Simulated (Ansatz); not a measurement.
# Ga2O3 (corundum): gap against strain (uniaxial along z, other directions held)

Ga2O3 (corundum), relaxed with r2SCAN in the plane-wave code Ansatz, then strained (uniaxial along z, other directions held; changes of length per length, axes as in the cell below) with the atoms relaxed again within the symmetry that is left. It is trigonal, R-3c (No. 167); conventional cell a = 4.985 Å, c = 13.442 Å, 9.64 Å³ an atom. Around Ga lie 6 O at 1.93–2.07 Å; around O lie 4 Ga at 1.93–2.07 Å. No spin polarisation and no zero-point or thermal motion.

```
Ga O
1.0
     2.49226    1.43891    4.48064
    -2.49226    1.43891    4.48064
     0.00000   -2.87781    4.48064
Ga O
4 6
Direct
  0.85543 0.85543 0.85543
  0.35543 0.35543 0.35543
  0.14457 0.14457 0.14457
  0.64457 0.64457 0.64457
  0.44637 0.05363 0.75000
  0.05363 0.75000 0.44637
  0.55363 0.94637 0.25000
  0.25000 0.55363 0.94637
  0.94637 0.25000 0.55363
  0.75000 0.44637 0.05363
```

Gaps are the least over each mesh (PBE 6×6×6, r2SCAN 6×6×6, HSE06 4×4×4 when unstrained) and the special points, which keep their unstrained names; stress is the change from the unstrained cell, compression positive.

```
strain (%)  gap, PBE (eV)  gap, r2SCAN (eV)  gap, HSE06 (eV)     edges, HSE06  stress along the strain, r2SCAN (GPa)  energy rise, r2SCAN (meV/atom)
      -3.0          3.102             3.807            4.898  Γ–S₀ (0.44) → Γ                                 +11.84                            10.5
      -1.0          2.946             3.646            4.724  Γ–S₀ (0.45) → Γ                                  +3.84                             1.1
       0.0          2.854             3.551            4.622  Γ–S₀ (0.45) → Γ                                   0.00                             0.0
      +1.0          2.755             3.448            4.512  Γ–S₀ (0.45) → Γ                                  -3.70                             1.1
      +2.0          2.649             3.339            4.395  Γ–S₀ (0.44) → Γ                                  -7.30                             4.5
      +3.0          2.538             3.223            4.272  Γ–S₀ (0.44) → Γ                                 -10.79                             9.9
```

Question: Estimate the row for a strain of -2.0 %.

Answer:
```
strain (%)  gap, PBE (eV)  gap, r2SCAN (eV)  gap, HSE06 (eV)          edges, HSE06  stress along the strain, r2SCAN (GPa)  energy rise, r2SCAN (meV/atom)
      -2.0          3.028             3.732            4.816  (0, 0.161, -1/6) → Γ                                  +7.78                             4.6
```

Between zero and the nearest strains the slope of the HSE06 gap against strain is -0.102 eV per percent for negative and -0.110 for positive strain.

Where an edge lies off the special points, it is a point of the mesh or the k point where a search put PBE's edge or least direct gap, reused for the other functionals, whose own edges may lie a little apart.

The meshes of the hybrids are coarse, so their gaps aren't converged to the digits shown.
